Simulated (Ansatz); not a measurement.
MnO:

```xyz
2
Lattice="0.0000 2.2239 2.2239 2.2239 0.0000 2.2239 2.2239 2.2239 0.0000" Properties=species:S:1:pos:R:3 pbc="T T T"
Mn    0.0000    0.0000    0.0000
O     2.2239    2.2239    2.2239
```

The cell is a database's computed one.

Program: Ansatz 0.2.0. Alike in all runs: task density of states; level PBEsol+U; potentials or basis all-electron LAPW, scalar-relativistic; spin collinear, ferromagnetic start; cell as given; k mesh 10 × 10 × 10; cutoff (eV) 324; smearing fermi-dirac 0.05 eV; basis error allowed 0.001 eV/atom.

Problem. Order these runs on this cell by their band gap on the k mesh, lowest first.
A. U Mn d U = 4 eV
B. U Mn d U = 6 eV
C. U Mn d U = 8 eV

Solution. A (metal), B (0.32 eV), C (0.54 eV).

Caveats: the magnetic state may not be the lowest; U is the effective U less J, on atomic orbitals that reach past the spheres; a cell with one magnetic atom can't hold antiferromagnetic order, which such compounds often take.

A k mesh can miss the band edges.

Not every run made on this cell is shown here.
